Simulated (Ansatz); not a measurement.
# Pt: pressure up to the limit of the methods

How does Pt (hcp type) answer strong compression? Methods of the runs shown: PAW.

Computed with Ansatz 0.2.0 (DFT, PBE, PAW with Ansatz's default frozen-core files, scalar-relativistic, unless a step's input says otherwise).

### Step 1. The starting structure

It takes space group P6_3/mmc (No. 194, hexagonal). Conventional cell: a = 2.816 Å, b = 2.816 Å, c = 4.562 Å, α = 90.00°, β = 90.00°, γ = 120.00°. Around Pt (site symmetry -6m2) lie 12 Pt at 2.80 to 2.82 Å.

Structure file:

```cif
data_structure
_symmetry_space_group_name_H-M 'P 1'
_symmetry_Int_Tables_number 1
_cell_length_a 2.8158
_cell_length_b 2.8158
_cell_length_c 4.5616
_cell_angle_alpha 90.000
_cell_angle_beta 90.000
_cell_angle_gamma 120.000
_cell_volume 31.32
loop_
_atom_site_label
_atom_site_type_symbol
_atom_site_fract_x
_atom_site_fract_y
_atom_site_fract_z
_atom_site_occupancy
Pt1 Pt 0.33333 0.66667 0.25000 1
Pt2 Pt 0.66667 0.33333 0.75000 1
```

Whether this phase is the stable one at these pressures isn't tested.

Atoms are numbered in the order of the input: Pt1, Pt2.

### Step 2. Cell relaxed at zero pressure, PAW

File input.yaml:

```yaml
crystal:
  lattice:
    - [2.8157965965, 0.0, 0.0]
    - [-1.4078982983, 2.4385513845, 0.0]
    - [0.0, 0.0, 4.5615904864]
  atoms:
    - { symbol: Pt, position: [0.3333333333, 0.6666666667, 0.25] }
    - { symbol: Pt, position: [0.6666666667, 0.3333333333, 0.75] }
kpoints:
  mp_grid: { grid: [15, 15, 8] }
scf:
  occupations: { method: fermi_dirac, width: 0.05 }
hamiltonian:
  xc: pbe
  pseudopotentials: { kind: paw }
output:
  forces: true
  stress: true
relax:
  f_tol: 0.005
  max_steps: 40
  cell: {}
```

Launch:

```bash
$ ansatz run input.yaml --threads 1 --pin off --max-ram 2048MiB --backend cpu --events-out ev --progress --plain --runs-dir out
```

The runs that follow: Volume scaled by 1, PAW; Shape and atoms relaxed at 0.9 of the volume, PAW; Volume scaled by 0.9, PAW; Shape and atoms relaxed at 0.8 of the volume, PAW; Volume scaled by 0.8, PAW; Shape and atoms relaxed at 0.7 of the volume, PAW; Volume scaled by 0.7, PAW; Shape and atoms relaxed at 0.6 of the volume, PAW; Volume scaled by 0.6, PAW; Shape and atoms relaxed at 0.5 of the volume, PAW; Volume scaled by 0.5, PAW; Shape and atoms relaxed at 0.4 of the volume, PAW; Volume scaled by 0.4, PAW; Volume scaled by 0.4, PAW (cutoff 600 eV).

Before running it: what results should come out? Wanted: PAW pressure at 0.4 of the volume; fitted bulk modulus at zero pressure.

The runs gave:

```
                                         quantity       value
                PAW pressure at 0.4 of the volume  2177.5 GPa
PAW (cutoff 600 eV) pressure at 0.4 of the volume  2176.8 GPa
       fitted bulk modulus at zero pressure (PAW)     267 GPa
                          its pressure derivative        4.69
```

In words: At 0.4 of the starting volume PAW gives 2177 GPa. A third-order Birch-Murnaghan curve fits the range only roughly (B₀ = 267 GPa, B′ = 4.69, misfit at most 39.02 GPa). A fit over so wide a range leans to the high pressures, so B₀ can be off by several per cent. No all-electron run checks these rows here, and frozen cores can fail under such compression. The ions are at rest, and the electrons smeared by 0.05 eV. Spin-orbit coupling is left out, though the cell holds Pt; in elements this heavy it can shift bands and gaps by tenths of an eV.
